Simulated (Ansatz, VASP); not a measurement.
## Se: VASP beside Ansatz

INCAR

```
SYSTEM = Se
PREC = Accurate
ENCUT = 520
EDIFF = 1E-7
ISMEAR = 0
SIGMA = 0.02
LREAL = .FALSE.
LASPH = .TRUE.
NELM = 100
ALGO = Fast
ISIF = 2
LWAVE = .FALSE.
LCHARG = .FALSE.
GGA = PE
IVDW = 12
NBANDS = 16
```

File KPOINTS:

```
Automatic mesh
0
G
  6 6 4
  0 0 0
```

The input POSCAR:

```
Se
1.0
    4.3662000000      0.0000000000      0.0000000000
   -2.1831000000      3.7812401180      0.0000000000
    0.0000000000      0.0000000000      4.9536000000
Se
3
Direct
    0.2254000000      0.0000000000      0.3333333333
    0.0000000000      0.2254000000      0.6666666667
    0.7746000000      0.7746000000      0.0000000000
```

Input for Ansatz:

```yaml
crystal:
  lattice:
    - [4.3662, 0.0, 0.0]
    - [-2.1831, 3.781240118, 0.0]
    - [0.0, 0.0, 4.9536]
  atoms:
    - { symbol: Se, position: [0.2254, 0.0, 0.3333333333] }
    - { symbol: Se, position: [0.0, 0.2254, 0.6666666667] }
    - { symbol: Se, position: [0.7746, 0.7746, 0.0] }
basis:
  ecutwfc: 800
kpoints:
  mp_grid: { grid: [6, 6, 4] }
hamiltonian:
  xc: pbe
  dispersion: d3bj
scf:
  occupations: { method: gaussian, width: 0.02 }
output:
  forces: true
  stress: true
  eigenvalues: true
```

Alike in both runs: task single point; functional PBE; dispersion D3(BJ); k mesh 6 × 6 × 4; occupations gaussian, width 0.02 eV; no spin polarisation.

|  | VASP | Ansatz |
| --- | --- | --- |
| version | VASP 6.6.1 | Ansatz 0.2.0 |
| potentials or method | VASP PAW PBE potentials, release 64 (Se) | scalar-relativistic, plane waves, PAW |
| plane-wave cutoff (eV) | 520 | 800 |
| valence electrons in the cell | 18 | 48 |

Ansatz gave:

- gap on the k mesh at the Fermi level (eV): 1.02
- least direct gap on the mesh (eV): 1.25
- pressure (GPa): 0.7
- largest component of the traceless stress (GPa): 1.25
- rms of the force components (eV/Å): 0.240

Question: Which values does VASP return?

Answer: gap on the k mesh at the Fermi level (eV): 1.01; least direct gap on the mesh (eV): 1.24; pressure (GPa): 0.9; largest component of the traceless stress (GPa): 1.30; rms of the force components (eV/Å): 0.259.

Atom by atom the forces differ by 0.019 eV/Å (rms over components). The functional is the same, so the differences come from potentials, cutoffs and numerics. The two sets of potentials don't hold the same shells in valence.

A k mesh can miss the band edges.
